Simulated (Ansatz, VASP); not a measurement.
One calculation of Ca, two programs

The input INCAR:

```
PREC     = Accurate       # precision mode
ENCUT    = 520            # plane-wave cutoff, eV
EDIFF    = 1E-8           # SCF threshold, eV
ISMEAR   = -1             # smearing method
SIGMA    = 0.05           # smearing width, eV
LREAL    = F              # projectors in reciprocal space
LASPH    = T              # aspherical terms in the spheres
NELM     = 100            # most SCF steps
ALGO     = Normal         # electronic algorithm
ISIF     = 2              # what is computed and relaxed
LWAVE    = F              # write WAVECAR
LCHARG   = F              # write CHGCAR
GGA      = PS             # functional
LEFG     = T            
NBANDS   = 17             # bands
```

The input KPOINTS:

```
regular mesh
0
Gamma
  11 11 6
```

Contents of POSCAR:

```
Ca
1.0
    1.9712759950     -3.3954901800      0.0000000000
    1.9712759950      3.3954901800      0.0000000000
    0.0000000000      0.0000000000      6.5091117400
Ca
2
Direct
    0.8355866000      0.1644134000      0.2546089238
    0.1644134000      0.8355866000      0.7500000000
```

Input for Ansatz:

```yaml
crystal:
  lattice:
    - [1.971275995, -3.39549018, 0.0]
    - [1.971275995, 3.39549018, 0.0]
    - [0.0, 0.0, 6.50911174]
  atoms:
    - { symbol: Ca, position: [0.8355866, 0.1644134, 0.2546089238] }
    - { symbol: Ca, position: [0.1644134, 0.8355866, 0.75] }
kpoints:
  mp_grid: { grid: [11, 11, 6] }
scf:
  occupations: { method: fermi_dirac, width: 0.05 }
hamiltonian:
  xc: pbesol
  pseudopotentials: { kind: paw }
output:
  forces: true
  stress: true
  eigenvalues: true
  efg: { contact_densities: true }
```

Alike in both runs: task electric field gradients; functional PBEsol; k mesh 11 × 11 × 6; occupations fermi-dirac, width 0.05 eV; no spin polarisation.

```csv
,VASP,Ansatz
version,VASP 6.6.1,Ansatz 0.2.0
potentials or method,"VASP PAW PBE potentials, release 64 (Ca_sv)","PAW with Ansatz's default frozen-core files, scalar-relativistic"
plane-wave cutoff (eV),520,420
valence electrons in the cell,20,20
```

```tsv
	VASP	Ansatz	Ansatz less VASP
pressure (GPa)	-1.1	-1.1	-0.01
largest component of the traceless stress (GPa)	0.17	0.17	0.000
rms of the force components (eV/Å)	0.026	0.025	-0.0002
Vzz of the field gradient on the site that differs most (V/Å²)	-4.6	-4.5	+0.15
```

Atom by atom the forces differ by 0.000 eV/Å (rms over components). With one functional, cell and mesh, what is left measures potentials, basis and numerics.

Caveats: the PAW data sets were made with another functional, which shifts forces and pressure a little (VASP).
